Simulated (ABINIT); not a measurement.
Here is an ABINIT 10.8.3 (patched build) calculation.

run.abi

```
# Pseudopotentials
pp_dirpath "./"
pseudos "Cd.upf, S.upf"

# Structure
acell 4.1245538547 4.1245538547 4.1245538547 Angstrom
rprim
     0.0000000000     0.7071067812     0.7071067812
     0.7071067812     0.0000000000     0.7071067812
     0.7071067812     0.7071067812     0.0000000000
ntypat 2
znucl 48 16
natom 2
typat 1 2
xred
     0.0000000000     0.0000000000     0.0000000000
     0.7500000000     0.7500000000     0.7500000000

# Plane-wave basis
ecut 46.0

# k points
kptopt 1
ngkpt 6 6 6
nshiftk 1
shiftk 0.0 0.0 0.0

# Exchange and correlation
ixc 11

# Bands and occupations
nband 17
occopt 3
tsmear 0.05 eV

# SCF cycle
nstep 100
tolvrs 1.0e-10

# Output
iomode 3
prtwf 0
prtden 0
prteig 0
prtebands 0
enunit 1
```

Potentials or basis: PseudoDojo NC SR PBE v0.4.1 standard.

Command:

```bash
$ mpirun --bind-to none -np 4 abinit run.abi > log 2>&1
```

Q: Estimate the band gap on the k mesh.

A: 1.14 eV, direct.

 A hybrid or GW would open this gap; PBE tends to underestimate it.
